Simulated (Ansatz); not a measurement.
# NaMn: the cost of one run

Computed with Ansatz 0.2.0 (reference: DFT PBE, plane waves, PAW, scalar-relativistic, no spin polarisation, unless a step's input says otherwise).

### Step 1. The system as given

The structure is hexagonal, space group P6_3/mmc (No. 194). The conventional cell has a = 3.990 Å, b = 3.990 Å, c = 5.678 Å, α = 90.00°, β = 90.00°, γ = 120.00°. Mn (site symmetry -3m) has 6 Na at 2.71 Å and 2 Mn at 2.84 Å as nearest neighbours. Na (site symmetry -6m2) is surrounded by 6 Mn at 2.71 Å.

Structure file:

```xyz
4
Lattice="3.9895 0.0000 0.0000 -1.9948 3.4550 0.0000 0.0000 0.0000 5.6781" Properties=species:S:1:pos:R:3 pbc="T T T"
Mn    0.0000    0.0000    0.0000
Mn    0.0000    0.0000    2.8390
Na    0.0000    2.3033    1.4195
Na    1.9948    1.1517    4.2586
```

### Step 2. Baseline

Input file input.yaml:

```yaml
crystal:
  lattice:
    - [3.989513, 0.0, 0.0]
    - [-1.994757, 3.45502, 0.0]
    - [0.0, 0.0, 5.678098]
  atoms:
    - { symbol: Mn, position: [0.0, 0.0, 0.0] }
    - { symbol: Mn, position: [0.0, 0.0, 0.5] }
    - { symbol: Na, position: [0.33333, 0.66667, 0.25] }
    - { symbol: Na, position: [0.66666, 0.33333, 0.75] }
  symmetry: { tolerance: 0.0003 }
kpoints:
  mp_grid: { grid: [5, 5, 3], shift: [0, 0, 0] }
magnetization:
  spin_polarized: false
scf:
  occupations: { method: fermi_dirac, width: 0.0332 }
hamiltonian:
  pseudopotentials: { kind: paw }
  xc: pbe
basis:
  ecutwfc: 420
output:
  forces: true
  stress: true
  eigenvalues: true
  write_density: true
  write_potential: true
  elf: true
  volumetric_format: npy
```

Run with:

```console
$ ansatz run input.yaml --threads 1 --pin off --max-ram 2560MiB --backend cpu --events-out ev --progress --plain --runs-dir out
```

What time and memory should one allow on 1 thread of Intel Xeon 6975P-C (Granite Rapids), shared host?

About 1.1 s, with a peak of 0.37 GiB.
